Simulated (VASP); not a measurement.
# Ge (Fd-3m) in VASP: notebook, part 2 of 2

VASP 6.6.1.

**3. Phonons, r2SCAN**

POSCAR

```
Ge
1.0
    0.0000000000      2.8383942277      2.8383942277
    2.8383942277      0.0000000000      2.8383942277
    2.8383942277      2.8383942277      0.0000000000
  Ge
     2
Direct
     0.0000000000000000    0.0000000000000000    0.0000000000000000
     0.2500000000000000    0.2500000000000000    0.2500000000000000
```

INCAR.step1

```
SYSTEM = Ge
PREC = Accurate ; ENCUT = 600
EDIFF = 1E-8 ; ISMEAR = 0
SIGMA = 0.03 ; LREAL = .FALSE.
LASPH = .TRUE. ; NELM = 80
ALGO = Normal ; ISIF = 3
LWAVE = .FALSE. ; LCHARG = .FALSE.
METAGGA = R2SCAN ; LMIXTAU = .TRUE.
IBRION = 2 ; NSW = 40
EDIFFG = -0.002
```

INCAR.step2

```
SYSTEM = Ge
PREC = Accurate ; ENCUT = 600
EDIFF = 1E-8 ; ISMEAR = 0
SIGMA = 0.03 ; LREAL = .FALSE.
LASPH = .TRUE. ; NELM = 80
ALGO = Normal ; ISIF = 2
LWAVE = .FALSE. ; LCHARG = .FALSE.
METAGGA = R2SCAN ; LMIXTAU = .TRUE.
IBRION = 6 ; NFREE = 2
POTIM = 0.015 ; NSW = 1
```

KPOINTS

```
regular mesh
0
G
  10 10 10
  0 0 0
```

Potentials or basis: VASP PAW PBE potentials, release 64 (Ge_d).

The run is started by

```console
> cat potpaw_PBE.64/Ge_d/POTCAR > POTCAR
> cp INCAR.step1 INCAR
> mpirun -np 1 vasp_std > vasp.out
> cp CONTCAR POSCAR
> cp INCAR.step2 INCAR
> mpirun -np 1 vasp_std > vasp.out
```

OUTCAR:

```text
SYSTEM = Ge
   PREC = Accurate
   ENCUT = 600
   EDIFF = 1E-8
   ISMEAR = 0
   LREAL = .FALSE.
   LASPH = .TRUE.
   NELM = 80
   ISIF = 2
   METAGGA = R2SCAN
   IBRION = 6
   NFREE = 2
   POTIM = 0.015
   NSW = 1

 ion  position               nearest neighbor table
   1  0.000  0.000  0.000-   2 2.46   2 2.46   2 2.46   2 2.46
   2  0.250  0.250  0.250-   1 2.46   1 2.46   1 2.46   1 2.46

  LATTYP: Found a face centered cubic cell.
 ALAT       =     5.6775890790

  Lattice vectors:

 A1 = (   0.0000000000,   2.8387945395,   2.8387945395)
 A2 = (   2.8387945395,   0.0000000000,   2.8387945395)
 A3 = (   2.8387945395,   2.8387945395,   0.0000000000)

Analysis of symmetry for initial positions (statically):
=====================================================================
 Subroutine PRICEL returns:
 Original cell was already a primitive cell.

 Routine SETGRP: Setting up the symmetry group for a
 face centered cubic supercell.

 Subroutine GETGRP returns: Found 48 space group operations
 (whereof 24 operations were pure point group operations)
 out of a pool of 48 trial point group operations.

The static configuration has the point symmetry T_d .
 The point group associated with its full space group is O_h .

Analysis of symmetry for dynamics (positions and initial velocities):
=====================================================================
 Subroutine PRICEL returns:
 Original cell was already a primitive cell.

 Routine SETGRP: Setting up the symmetry group for a
 face centered cubic supercell.

 Subroutine GETGRP returns: Found 48 space group operations
 (whereof 24 operations were pure point group operations)
 out of a pool of 48 trial point group operations.

The dynamic configuration has the point symmetry T_d .
 The point group associated with its full space group is O_h .

 Subroutine INISYM returns: Found 48 space group operations
 (whereof 24 operations are pure point group operations),
 and found     1 'primitive' translations

----------------------------------------------------------------------------------------

                                     Primitive cell

  volume of cell :      45.7543

  direct lattice vectors                    reciprocal lattice vectors
     0.000000000  2.838794540  2.838794540    -0.176131098  0.176131098  0.176131098
     2.838794540  0.000000000  2.838794540     0.176131098 -0.176131098  0.176131098
     2.838794540  2.838794540  0.000000000     0.176131098  0.176131098 -0.176131098

  length of vectors
     4.014661739  4.014661739  4.014661739     0.305068011  0.305068011  0.305068011

  position of ions in fractional coordinates (direct lattice)
[... 100 lines left out ...]
  volume/ion in A,a.u.               =      22.88       154.38
  Fermi-wavevector in a.u.,A,eV,Ry     =   1.389900  2.626530 26.284033  1.931822
  Thomas-Fermi vector in A             =   2.513887
   LORBIT       =      0    0 simple, 1 ext, 2 COOP (PROOUT), +10 PAW based schemes
   METAGGA = R2SCAN    functional components
   LHFCALC =     F    Hartree Fock is set to
   AEXX    =    0.0000 exact exchange contribution
   IVDW    =     0    specifies the selected vdW correction
   LEPSILON=     F    determine dielectric tensor
   LRPA    =     F    only Hartree local field effects (RPA)
 finite differences with symmetry
 non-spin polarized calculation
 Gauss-broadening in eV      SIGMA  =   0.03
  energy-cutoff  :      600.00
  volume of cell :       45.75
 maximum number of plane-waves:      1544
   NGX = 17   NGY = 17   NGZ = 17

--------------------------------------- Ionic step        1  -------------------------------------------

 number of electron      28.0000020 magnetization

 Free energy of the ion-electron system (eV)
  ---------------------------------------------------
  ext. energy  EPLUGINS =         0.00000000
  ---------------------------------------------------
  free energy    TOTEN  =       -27.74402355 eV

  energy without entropy =      -27.74402355  energy(sigma->0) =      -27.74402355

------------------------ aborting loop because EDIFF is reached ----------------------------------------

  FORCE on cell =-STRESS in cart. coord.  units (eV):
  Direction    XX          YY          ZZ          XY          YZ          ZX
  --------------------------------------------------------------------------------------
  -------------------------------------------------------------------------------------
  Total       -0.0027614     -0.0027614     -0.0027614      0.0000000     -0.0000000      0.0000000
  in kB       -0.0966972     -0.0966972     -0.0966972      0.0000000     -0.0000000      0.0000000
  external PRESSURE =      -0.0966972 kB  Pullay stress =       0.0000000 kB
[... 59 lines left out ...]
--------------------------------------- Ionic step        3  -------------------------------------------

 number of electron      28.0000016 magnetization

 Free energy of the ion-electron system (eV)
  ---------------------------------------------------
  ext. energy  EPLUGINS =         0.00000000
  ---------------------------------------------------
  free energy    TOTEN  =       -27.74270574 eV

  energy without entropy =      -27.74270574  energy(sigma->0) =      -27.74270574

 E-fermi :   4.8849     XC(G=0): -10.7648

 val. band max:        4.7723228507   @ k =   0.0000   0.0000   0.0000
 cond. band min:       5.0023681740   @ k =   0.0000   0.0000   0.0000
 fundamental gap:      0.2300453233
 Fermi energy:         4.8848657042

 k-point     1 :       0.0000    0.0000    0.0000
  band No.  band energies     occupation
      1     -20.7847      2.00000
      2     -20.7814      2.00000
      3     -20.7778      2.00000
      4     -20.7427      2.00000
      5     -20.7426      2.00000
      6     -20.5326      2.00000
[... 481 lines left out ...]
      5     -20.6596      2.00000
      6     -20.6339      2.00000
[... 10 lines left out ...]
     17      11.7626      0.00000
     18      12.2940      0.00000

 [... further k-points ...]
[... 5 lines left out ...]
  --------------------------------------------------------------------------------------
  -------------------------------------------------------------------------------------
  Total       -0.0046594      0.0002207      0.0002207      0.0000000     -0.1247799      0.0000000
  in kB       -0.1631589      0.0077279      0.0077279      0.0000000     -4.3694144      0.0000000
  external PRESSURE =      -0.0492344 kB  Pullay stress =       0.0000000 kB
[... 17 lines left out ...]
  FREE ENERGIE OF THE ION-ELECTRON SYSTEM (eV)
  ---------------------------------------------------
  free  energy   TOTEN  =       -27.7427057377 eV

  energy  without entropy=      -27.7427057377  energy(sigma->0) =      -27.74270574

 INTERNAL STRAIN TENSORS FROM DISPLACED ATOMS
 ============================================

 INTERNAL STRAIN TENSOR FOR ION    1 for displacements in x,y,z  (eV/Angst):
          X           Y           Z          XY          YZ          ZX
  --------------------------------------------------------------------------------
  x     0.00000     0.00000     0.00000     0.00000     8.29807     0.00000
  y     0.00000     0.00000     0.00000     0.00000     0.00000     8.29807
  z     0.00000     0.00000     0.00000     8.29807     0.00000     0.00000

 INTERNAL STRAIN TENSOR FOR ION    2 for displacements in x,y,z  (eV/Angst):
          X           Y           Z          XY          YZ          ZX
  --------------------------------------------------------------------------------
  x     0.00000     0.00000     0.00000     0.00000    -8.29807     0.00000
  y     0.00000     0.00000     0.00000     0.00000     0.00000    -8.29807
  z     0.00000     0.00000     0.00000    -8.29807     0.00000     0.00000

 Eigenvectors and eigenvalues of the dynamical matrix
 ----------------------------------------------------

   1 f  =    8.874345 THz    55.759157 2PiTHz  296.016300 cm-1    36.701327 meV
             X         Y         Z           dx          dy          dz
      0.000000  0.000000  0.000000     0.000000   -0.707107    0.000000
      1.419397  1.419397  1.419397     0.000000    0.707107    0.000000
[... 21 lines left out ...]
   6 f  =    0.000000 THz     0.000000 2PiTHz    0.000000 cm-1     0.000000 meV
             X         Y         Z           dx          dy          dz
      0.000000  0.000000  0.000000     0.000000    0.000000    0.707107
      1.419397  1.419397  1.419397     0.000000    0.000000    0.707107

 ELASTIC MODULI CONTR FROM IONIC RELAXATION (kBar)
 Direction    XX          YY          ZZ          XY          YZ          ZX
 --------------------------------------------------------------------------------
 XX           0.0000      0.0000      0.0000      0.0000      0.0000      0.0000
 YY           0.0000      0.0000      0.0000      0.0000      0.0000      0.0000
 ZZ           0.0000      0.0000      0.0000      0.0000      0.0000      0.0000
 XY           0.0000      0.0000      0.0000   -206.1083      0.0000      0.0000
 YZ           0.0000      0.0000      0.0000     -0.0000   -206.1083      0.0000
 ZX           0.0000      0.0000      0.0000      0.0000      0.0000   -206.1083
 --------------------------------------------------------------------------------
```

Run time: 20 min. Hardware: 1 thread of Intel Xeon Platinum 8259CL at 2.50GHz (Skylake/Cascade Lake), shared host; peak memory 0.37 GiB.

What came out:

```
Highest phonon frequency at Γ : 296 cm⁻¹
```

Phonon frequencies in cm⁻¹ (negative: imaginary):
| q point | frequencies |
| --- | --- |
| (0.000, 0.000, 0.000) | 0 0 0 296 296 296 |

Caveat: the PAW data sets were made with another functional, which shifts forces and pressure a little.
